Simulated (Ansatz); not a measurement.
This cell of GeTe (alpha-GeTe type, space group R3m) is off equilibrium:

```
CELL_PARAMETERS angstrom
      2.15148     1.24216     3.60652
     -2.15148     1.24216     3.60652
      0.00000    -2.48431     3.60652
ATOMIC_POSITIONS crystal
  Ge 0.23425 0.23425 0.23425
  Te 0.76575 0.76575 0.76575
```

Calculation: PBE (plane waves to 420 eV, PAW, scalar-relativistic; Ansatz, a first-principles code). k mesh 10×10×10 (Γ-centred), Fermi-Dirac smearing 0.05 eV. The energy includes the smearing's −TS. Stress and pressure are positive under compression. As the atoms are clamped, bonds stretch with the cell, which overstates energies and stresses. As the smearing reaches across the gap at some points, the response to shear is sensitive to the k mesh, so small differences along c/a are uncertain. GeTe was relaxed with its symmetry unable to fall. Spin-orbit coupling is left out, though Te is heavy. The PAW data are Ansatz's earlier set.

Problem. What is the stress tensor (GPa)?

Solution. 
```
   -1.7      0.0      0.0
    0.0     -1.7      0.0
    0.0      0.0     -0.4
```
The pressure, a third of the trace, is -1.2 GPa.

Problem. It is the relaxed cell deformed to V/V₀ = 1.027, (c/a)/(c/a)₀ = 0.973, c along z, fractional positions held. What is its energy relative to the relaxed cell?

Solution. 5 meV/atom.

(A scan under strain: stresses follow from slopes of the energy per volume, elastic moduli from its curvatures.)
